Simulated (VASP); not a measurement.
# Sn in VASP: notebook, part 2 of 4

VASP 6.6.1. The steps go on from the part before.

### 3 Single point, PBE (bulk in the cell of the (1 0 0) plane)

The input, INCAR:

```
SYSTEM = Sn
PREC = Accurate
ENCUT = 520
EDIFF = 1E-6
ISMEAR = 0
SIGMA = 0.1
LREAL = .FALSE.
LASPH = .TRUE.
NELM = 100
ALGO = Fast
ISIF = 2
LWAVE = .FALSE.
LCHARG = .TRUE.
GGA = PE
LELF = .TRUE.
LVHAR = .TRUE.
NBANDS = 21
ISYM = 0
```

The input, KPOINTS:

```
regular mesh
0
G
  11 6 12
  0 0 0
```

The input, POSCAR:

```
Sn
1.0
    3.2137631472      0.0000000000      0.0000000000
    0.0000000000      5.9459077624      0.0000000000
    1.6068815736     -2.9729538812      2.9729538812
Sn
2
Direct
    0.0000000000      0.0000000000      0.0000000000
    0.7500000000      0.5000000000      0.0000000000
```

Potentials or basis: VASP PAW PBE potentials, release 64 (Sn_d).

Launch:

```console
cat potpaw_PBE.64/Sn_d/POTCAR > POTCAR
mpirun -np 1 vasp_std > vasp.out
```

OUTCAR:

```text
SYSTEM = Sn
   PREC = Accurate
   ENCUT = 520
   EDIFF = 1E-6
   ISMEAR = 0
   LREAL = .FALSE.
   LASPH = .TRUE.
   NELM = 100
   ISIF = 2
   GGA = PE
   ISYM = 0

 ion  position               nearest neighbor table
   1  0.000  0.000  0.000-   2 3.08   2 3.08   2 3.08   2 3.08
   2  0.750  0.500  0.000-   1 3.08   1 3.08   1 3.08   1 3.08

IMPORTANT INFORMATION: All symmetrisations will be switched off!
NOSYMM: (Re-)initialisation of all symmetry stuff for point group C_1.

----------------------------------------------------------------------------------------

                                     Primitive cell

  volume of cell :      56.8094

  direct lattice vectors                    reciprocal lattice vectors
     3.213763147  0.000000000  0.000000000     0.311161699  0.000000000 -0.168182898
     0.000000000  5.945907762  0.000000000     0.000000000  0.168182898  0.168182898
     1.606881574 -2.972953881  2.972953881     0.000000000  0.000000000  0.336365796

  length of vectors
     3.213763147  5.945907762  4.500997440     0.353704806  0.237846536  0.336365796

  position of ions in fractional coordinates (direct lattice)
     0.000000000  0.000000000  0.000000000
     0.750000000  0.500000000  0.000000000

  ion indices of the primitive-cell ions
   primitive index   ion index
                 1           1
                 2           2

----------------------------------------------------------------------------------------

 KPOINTS: regular mesh

Automatic generation of k-mesh.
 Grid dimensions read from file:
 generate k-points for:   11    6   12

 Generating k-lattice:

  Cartesian coordinates                     Fractional coordinates (reciprocal lattice)
     0.028287427  0.000000000 -0.015289354     0.090909091  0.000000000  0.000000000
     0.000000000  0.028030483  0.028030483     0.000000000  0.166666667  0.000000000
     0.000000000  0.000000000  0.028030483     0.000000000  0.000000000  0.083333333

  Length of vectors
     0.032154982  0.039641089  0.028030483

  Shift w.r.t. Gamma in fractional coordinates (k-lattice)
     0.000000000  0.000000000  0.000000000

 -----------------------------------------------------------------------------
|                                                                             |
|           W    W    AA    RRRRR   N    N  II  N    N   GGGG   !!!           |
|           W    W   A  A   R    R  NN   N  II  NN   N  G    G  !!!           |
|           W    W  A    A  R    R  N N  N  II  N N  N  G       !!!           |
|           W WW W  AAAAAA  RRRRR   N  N N  II  N  N N  G  GGG   !            |
|           WW  WW  A    A  R   R   N   NN  II  N   NN  G    G                |
|           W    W  A    A  R    R  N    N  II  N    N   GGGG   !!!           |
|                                                                             |
|     Your reciprocal lattice and k-lattice belong to different lattice       |
|     classes:                                                                |
|                                                                             |
|        The reciprocal lattice is body-centered tetragonal,                  |
|        whereas your k-lattice is simple monoclinic.                         |
|                                                                             |
|     Results are often still useful ...                                      |
|                                                                             |
 -----------------------------------------------------------------------------

 WARNING: IBZKPT: internal override: KBLOWUP is changed to .FALSE.
      ... skipping the blow-up phase ...

 Subroutine IBZKPT returns following result:
 ===========================================

 Found    398 irreducible k-points:

 Following reciprocal coordinates:
            Coordinates               Weight
  0.000000  0.000000  0.000000      1.000000
  0.090909  0.000000 -0.000000      2.000000
  0.181818  0.000000  0.000000      2.000000
  0.272727  0.000000  0.000000      2.000000
  0.363636  0.000000 -0.000000      2.000000
  0.454545  0.000000 -0.000000      2.000000
[... 16 lines left out ...]
  0.454545  0.333333 -0.000000      2.000000
 -0.454545  0.333333 -0.000000      2.000000
 [... further k-points ...]
   k-points           NKPTS =    398   k-points in BZ     NKDIM =    398   number of bands    NBANDS=     21
   number of dos      NEDOS =    301   number of ions     NIONS =      2
   total plane-waves  NPLWV =  41472
   dimension x,y,z NGX =    24 NGY =   48 NGZ =   36
   dimension x,y,z NGXF=    48 NGYF=   96 NGZF=   72
   ions per type =               2
   NGX,Y,Z   is equivalent  to a cutoff of  12.42, 13.42, 13.30 a.u.
   NGXF,Y,Z  is equivalent  to a cutoff of  24.83, 26.84, 26.59 a.u.
 SYSTEM =  Sn
   PREC   = accura    normal or accurate (medium, high low for compatibility)
   ISTART =      0    job   : 0-new  1-cont  2-samecut
   ICHARG =      2    charge: 1-file 2-atom 10-const
   ISPIN  =      1    spin polarized calculation?
   LNONCOLLINEAR =      F non collinear calculations
   LSORBIT =      F    spin-orbit coupling
   LASPH  =      T    aspherical Exc in radial PAW
   ENCUT  =  520.0 eV  38.22 Ry    6.18 a.u.   5.98 11.06  8.37*2*pi/ulx,y,z
   NELM   =    100;   NELMIN=  2; NELMDL= -5     # of ELM steps
   EDIFF  = 0.1E-05   stopping-criterion for ELM
   LREAL  =      F    real-space projection
   EDIFFG = 0.1E-04   stopping-criterion for IOM
   NSW    =      0    number of steps for IOM
   IBRION =     -1    ionic relax: 0-MD 1-quasi-New 2-CG
   NFREE  =      0    steps in history (QN), initial steepest desc. (CG)
   ISIF   =      2    stress and relaxation
   ISYM   =      0    0-nonsym 1-usesym 2-fastsym
   POTIM  = 0.5000    time-step for ionic-motion
   TEBEG  =    0.0;   TEEND  =   0.0 temperature during run
   PSTRESS=    0.0 pullay stress
   NELECT =      28.0000    total number of electrons
   NUPDOWN=      -1.0000    fix difference up-down
   EMIN   =  10.00;   EMAX   =-10.00  energy-range for DOS
   EFERMI =   0.00;   METHOD = LEGACY
   ISMEAR =     0;   SIGMA  =   0.10  broadening in eV -4-tet -1-fermi 0-gaus
   EFERMI_NEDOS =   21; number of points for ismear=-14 and -15
   IALGO  =     68    algorithm
   IMIX   =      4    mixing-type and parameters
     AMIX     =   0.40;   BMIX     =  1.00
     AMIX_MAG =   1.60;   BMIX_MAG =  1.00
  volume/ion in A,a.u.               =      28.40       191.68
  Fermi-wavevector in a.u.,A,eV,Ry     =   1.293165  2.443728 22.752710  1.672277
  Thomas-Fermi vector in A             =   2.424828
   LORBIT       =      0    0 simple, 1 ext, 2 COOP (PROOUT), +10 PAW based schemes
   GGA     = PE    functional components
   LHFCALC =     F    Hartree Fock is set to
   AEXX    =    0.0000 exact exchange contribution
   IVDW    =     0    specifies the selected vdW correction
   LEPSILON=     F    determine dielectric tensor
   LRPA    =     F    only Hartree local field effects (RPA)
 non-spin polarized calculation
 RMM-DIIS sequential band-by-band and
 Gauss-broadening in eV      SIGMA  =   0.10
  energy-cutoff  :      520.00
  volume of cell :       56.81
 maximum number of plane-waves:      1546
   NGX = 11   NGY = 23   NGZ = 17

 number of electron      27.9999995 magnetization

 Free energy of the ion-electron system (eV)
  ---------------------------------------------------
  ext. energy  EPLUGINS =         0.00000000
  ---------------------------------------------------
  free energy    TOTEN  =        -7.60980614 eV

  energy without entropy =       -7.60397304  energy(sigma->0) =       -7.60688959

 E-fermi :   7.4407     XC(G=0): -10.0918

 val. band max:        7.4354934037   @ k =  -0.3636  -0.1667   0.1667
 cond. band min:       7.4691935663   @ k =   0.3636   0.1667   0.2500
 fundamental gap:      0.0337001626
 Fermi energy:         7.4406937490

 k-point     1 :       0.0000    0.0000    0.0000
  band No.  band energies     occupation
      1     -14.1717      2.00000
      2     -14.1037      2.00000
      3     -14.0604      2.00000
      4     -14.0543      2.00000
      5     -13.9197      2.00000
      6     -13.9189      2.00000
[... 550 lines left out ...]
      5     -13.9827      2.00000
      6     -13.9403      2.00000
[... 13 lines left out ...]
     20      16.0639      0.00000
     21      16.5071      0.00000

 [... further k-points ...]

------------------------ aborting loop because EDIFF is reached ----------------------------------------

  FORCE on cell =-STRESS in cart. coord.  units (eV):
  Direction    XX          YY          ZZ          XY          YZ          ZX
  --------------------------------------------------------------------------------------
  -------------------------------------------------------------------------------------
  Total       -0.0230705     -0.0526455      0.0366957      0.0002186     -0.0002032      0.0436531
  in kB       -0.6506501     -1.4847433      1.0349169      0.0061642     -0.0057295      1.2311355
  external PRESSURE =      -0.3668255 kB  Pullay stress =       0.0000000 kB

 VOLUME and BASIS-vectors are now :
 -----------------------------------------------------------------------------
  energy-cutoff  :      520.00
  volume of cell :       56.81
      direct lattice vectors                 reciprocal lattice vectors
     3.213763147  0.000000000  0.000000000     0.311161699  0.000000000 -0.168182898
     0.000000000  5.945907762  0.000000000     0.000000000  0.168182898  0.168182898
     1.606881574 -2.972953881  2.972953881     0.000000000  0.000000000  0.336365796

 POSITION                                       TOTAL-FORCE (eV/Angst)
 -----------------------------------------------------------------------------------
      0.00000      0.00000      0.00000        -0.011280     -0.000004     -0.002542
      2.41032      2.97295      0.00000         0.011280      0.000004      0.002542
 -----------------------------------------------------------------------------------
    total drift:                                0.000001      0.000002     -0.000004

  FREE ENERGIE OF THE ION-ELECTRON SYSTEM (eV)
  ---------------------------------------------------
  free  energy   TOTEN  =        -7.6098061426 eV

  energy  without entropy=       -7.6039730409  energy(sigma->0) =       -7.60688959
```

OSZICAR:

```text
N       E                     dE             d eps       ncg     rms          rms(c)
DAV:   1     0.222505001199E+03    0.22251E+03   -0.14414E+04 16926   0.205E+03
DAV:   2     0.156411118887E+02   -0.20686E+03   -0.20268E+03 16866   0.453E+02
DAV:   3    -0.688155794439E+01   -0.22523E+02   -0.22344E+02 19431   0.135E+02
DAV:   4    -0.759669792360E+01   -0.71514E+00   -0.71452E+00 19043   0.266E+01
DAV:   5    -0.762565527329E+01   -0.28957E-01   -0.28957E-01 23789   0.505E+00    0.218E+00
RMM:   6    -0.761209301086E+01    0.13562E-01   -0.27097E-02 20323   0.198E+00    0.127E+00
RMM:   7    -0.760966635349E+01    0.24267E-02   -0.20706E-02 20039   0.165E+00    0.146E-01
RMM:   8    -0.760968325981E+01   -0.16906E-04   -0.28817E-03 21991   0.634E-01    0.542E-02
RMM:   9    -0.760979529700E+01   -0.11204E-03   -0.10013E-03 26671   0.257E-01    0.219E-02
RMM:  10    -0.760980383937E+01   -0.85424E-05   -0.85241E-05 24335   0.918E-02    0.575E-03
RMM:  11    -0.760980626800E+01   -0.24286E-05   -0.32597E-05 26121   0.463E-02    0.477E-03
RMM:  12    -0.760980614258E+01    0.12542E-06   -0.32424E-06 14465   0.173E-02
   1 F= -.76098061E+01 E0= -.76068896E+01  d E =-.583310E-02
```

stdout:

```text
POSCAR found type information on POSCAR Sn
 POSCAR found :  1 types and       2 ions
 scaLAPACK will be used
 LDA part: xc-table for (Slater+PW92), standard interpolation
 -----------------------------------------------------------------------------
|                                                                             |
[... 22 lines left out ...]
 entering main loop
WARNING in EDDRMM: call to ZHEGV failed, returncode =   8  4     20
WARNING in EDDRMM: call to ZHEGV failed, returncode =   8  4     19
WARNING in EDDRMM: call to ZHEGV failed, returncode =   6  3     19
WARNING in EDDRMM: call to ZHEGV failed, returncode =   6  3     19
WARNING in EDDRMM: call to ZHEGV failed, returncode =   8  4     21
WARNING in EDDRMM: call to ZHEGV failed, returncode =   6  3     19
WARNING in EDDRMM: call to ZHEGV failed, returncode =   6  3     19
```

Run time: 16 min. Hardware: 1 thread of AMD EPYC 7R43 (Zen 3), shared host; peak memory 0.44 GiB.

What came out:

```yaml
Free_energy: -7.6098 eV
Pressure: 0.0 GPa
Largest_force: 0.012 eV/Å
Band_gap_on_the_k_mesh: none (metal or under the smearing width)
```

Forces in eV/Å, atoms in the order of the input:
```
Sn  -0.011  0.000 -0.003
Sn   0.011  0.000  0.003
```

Stress tensor (GPa, compression positive):
```
-0.07  0.00  0.12
 0.00 -0.15  0.00
 0.12  0.00  0.10
```

Levels at points of the mesh, in eV from the Fermi level:
```tsv
k point	band 11	band 12	band 13	band 14	band 15	band 16	band 17	band 18
(0.00, 0.00, 0.00)	-10.82	-3.86	-1.90	-1.90	3.00	5.92	5.92	6.64
(0.00, 0.50, 0.00)	-8.68	-8.68	0.55	0.55	1.42	1.42	5.93	5.93
(0.00, 0.00, 0.50)	-7.48	-7.48	-4.58	-4.57	5.01	5.01	8.83	8.83
(0.00, 0.50, 0.50)	-8.68	-8.68	0.55	0.55	1.42	1.42	5.93	5.93
```

(Continued in part 3 of 4.)
